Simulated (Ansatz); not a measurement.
# Gap against volume in wurtzite SiC, size series (200 atoms)

The cell holds 200 atoms: 100 Si and 100 C. Cell: a = 15.460 Å, b = 15.460 Å, c = 10.154 Å, α = 90.0°, β = 90.0°, γ = 120.0°. It derives from SiC (wurtzite), repeated 5×5×2. The starting structure: Wurtzite SiC (a = 3.076 Å, c = 5.048 Å), 5 x 5 x 2 conventional cells; every coordinate displaced by a Gaussian of 0.08 Å.

Calculated with Ansatz 0.2.0: Kohn-Sham DFT, PBE, PAW (set soft_1), plane waves; cutoff 420 eV, Γ point, fixed occupations. The relaxed cell was scaled evenly and the atoms were relaxed at each volume. The gap is that between the highest filled and the lowest empty Kohn-Sham level on the run's k-points.

```
volume (Å³/atom)  gap (eV)
          9.4579               2.806
          9.8783               2.855
          10.194                   ?
          10.509               2.921
          10.824               2.912
          11.139               2.858
```

Task: Fit a straight line in ln V to the rows given and interpolate to the withheld row.

**Working.**

A volume deformation potential makes the spacing linear in u = ln(V/V0), with V0 = 10.509 Å³ the relaxed volume; v is the spacing.

```
u = ln(V/V0)  v (eV)
   -0.105361  2.8061
  -0.0618753  2.8552
           0  2.9215
   0.0295588  2.9117
   0.0582689  2.8576
```

With n = 5: mean u = -0.0158816, mean v = 2.87042, Σ(u − ū)² = 0.017937, Σ(u − ū)(v − v̄) = 0.0081917. Slope b = 0.0081917 / 0.017937 = 0.45669; intercept a = v̄ − b ū = 2.8777.

At the withheld volume u = -0.03046, and v = a + b u.

Prediction at 10.194: 2.864 eV. The run gave 2.889 eV, so the fit is low by 0.026 eV (0.89 % of the value).

The rows follow a line only loosely (correlation 0.62 in size over all rows, under the 0.97 asked here), so the slope of +0.46 eV is a mean trend and no deformation potential. Among the rows given, the largest miss of the fit is at 11.139, by 0.047 eV (40 % of the range of the table).

Limits: The table spans 16 % in volume, wide for a linear law. Semilocal functionals tend to put gaps under measured ones. Only the Γ point is sampled. The mesh needn't hold the band edges.

[Logs are printed without paths, hosts, clocks, repeated set-up lines and the standing remarks that a program may print on its own settings, such as how far it seeks lower states.]

[Hosts, paths, dates, database ids (printed as entryN), source tags and the programs' standing remarks are cut or masked in the printed files.]
